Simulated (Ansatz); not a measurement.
GaN (F-43m) on a mismatched substrate

```xyz
2
Lattice="2.2491 2.2491 0.0000 -2.2491 2.2491 0.0000 0.0000 2.2491 2.2491" Properties=species:S:1:pos:R:3 pbc="T T T"
Ga    0.0000    0.0000    0.0000
N    -1.1246    3.3737    1.1246
```

This cell was relaxed by PAW under PBEsol. A film on a (001) substrate is mimicked by stretching x and y by ε∥; the length along z and the atoms then relax by PAW (default files of Ansatz 0.2.0, cutoff 420 eV, stress met within about 0.05 GPa). Stress and levels come from PBEsol, all-electron LAPW in Ansatz 0.2.0, with spin-orbit coupling; k mesh 10×10×10, fixed occupations, basis error target 0.5 meV/atom. Conduction levels are in eV over the valence top, at fixed fractional wave vectors; spin-orbit pairs are averaged.

```tsv
ε∥ (%)	ε⊥ (%)	σ∥ (GPa, tension positive)	Γ	X ⊥ z	X ∥ z	L (oblique)	2nd valence level at Γ	3rd
-2.0	2.109	-5.49	1.764	3.072	3.356	4.614	-0.006	-0.213
-1.0	?	?	?	?	?	?	?	?
-0.5	0.524	-1.27	1.728	3.184	3.251	4.612	-0.007	-0.053
0.0	0.000	0.06	1.714	3.221	3.221	4.598	0.000	-0.012
0.5	-0.550	1.32	1.656	3.214	3.147	4.536	-0.045	-0.054
1.0	-1.098	2.56	1.597	3.206	3.075	4.468	-0.090	-0.099
2.0	-2.246	4.85	1.483	3.196	2.938	4.323	-0.178	-0.188
```

The last two columns are counted from the highest valence level at Γ.

Q: How does the film contract along z, and how stiff is it in the plane?

A: Quadratic fits through the 6 rows shown have slopes dε⊥/dε∥ = -1.087 and dσ∥/dε∥ = 258.8 GPa at zero strain. Elasticity asks −2C12/C11 = -1.088 and C11 + C12 − 2C12²/C11 = 257.8 GPa, from PAW constants C11 = 270.7, C12 = 147.2 GPa. At the level of the σ∥ column the films keep up to 0.06 GPa along z against the unstrained cell, and the constants are scalar-relativistic PAW values, so part of the difference is the change of level.

Q: Fill the row at ε∥ = -1.0 %.

A: The fits give ε⊥ = 1.067 % and σ∥ = -2.63 GPa. Computed: ε⊥ (%) = 1.050, σ∥ (GPa, tension positive) = -2.64, Γ = 1.741, X ⊥ z = 3.147, X ∥ z = 3.284, L (oblique) = 4.619, 2nd valence level at Γ = -0.007, 3rd = -0.104. The levels have a kink at zero strain, where another valence state takes the top, so one parabola doesn't fit them.

Q: How fast does the least gap among these points move on each side of zero strain?

A: dE_g/dε∥ is -28 meV per % on the compressed side and -115 on the stretched side, so the gap rises under compression and falls under tension. The lowest conduction level stays at Γ.

Known limits: this zinc-blende form is metastable at ambient conditions; the frozen-core PAW files of the relaxations were fitted under PBE, their cores solved anew for this functional; semilocal gaps are low, and the spacing of valleys can be off by tenths of an eV; levels are read at fixed fractional k, so an edge that moves off these points is missed.
